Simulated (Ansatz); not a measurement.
# I: the cost of one run

Computed with Ansatz 0.2.0 (DFT PBE, scalar-relativistic, plane waves, PAW, unless a step's input says otherwise).

1 further run of the same task is left out (it didn't finish).

## Step 1: The system as given

The structure is cubic, space group Pm-3m (No. 221). Conventional cell: a = 4.971 Å, b = 4.971 Å, c = 4.971 Å, α = 90.00°, β = 90.00°, γ = 90.00°. I (site symmetry 4/mmm) is surrounded by 8 I at 3.51 Å.

As a file:

```cif
data_structure
_symmetry_space_group_name_H-M 'P 1'
_symmetry_Int_Tables_number 1
_cell_length_a 4.9708
_cell_length_b 4.9708
_cell_length_c 4.9708
_cell_angle_alpha 90.000
_cell_angle_beta 90.000
_cell_angle_gamma 90.000
_cell_volume 122.83
loop_
_atom_site_label
_atom_site_type_symbol
_atom_site_fract_x
_atom_site_fract_y
_atom_site_fract_z
_atom_site_occupancy
I1 I 0.50000 0.00000 0.00000 1
I2 I 0.00000 0.50000 0.00000 1
I3 I 0.00000 0.00000 0.50000 1
```

It was made, by the change told below, from a structure of the Materials Project.

## Step 2: Substitution of an element, cell strained: Br → I, first probe

The structure above already holds this change against its source: I takes all sites of Br, and lengths are scaled by 1.095 as a first guess of the size; strain xx, yy, zz, yz, xz, xy = -1.3, -1.3, -1.3, +0.0, +0.0, +0.0 %.

File input.yaml:

```yaml
crystal:
  lattice:
    - [4.9708315429, 0.0, 0.0]
    - [0.0, 4.9708315429, 0.0]
    - [0.0, 0.0, 4.9708315429]
  atoms:
    - { symbol: I, position: [0.5, 0.0, 0.0] }
    - { symbol: I, position: [0.0, 0.5, 0.0] }
    - { symbol: I, position: [0.0, 0.0, 0.5] }
basis:
  ecutwfc: 420
kpoints:
  mp_grid: { grid: [4, 4, 4] }
hamiltonian:
  xc: pbe
scf:
  occupations: { method: gaussian, width: 0.1 }
output:
  forces: true
  stress: true
  eigenvalues: true
```

The run is started by

```
$ ansatz run input.yaml --threads 1 --pin off --max-ram 2560MiB --backend cpu --events-out ev --progress --plain --runs-dir out
```

What time and memory should one allow on 1 thread of an x86-64 CPU, shared host?

About 4.4 s, with a peak of 0.36 GiB.
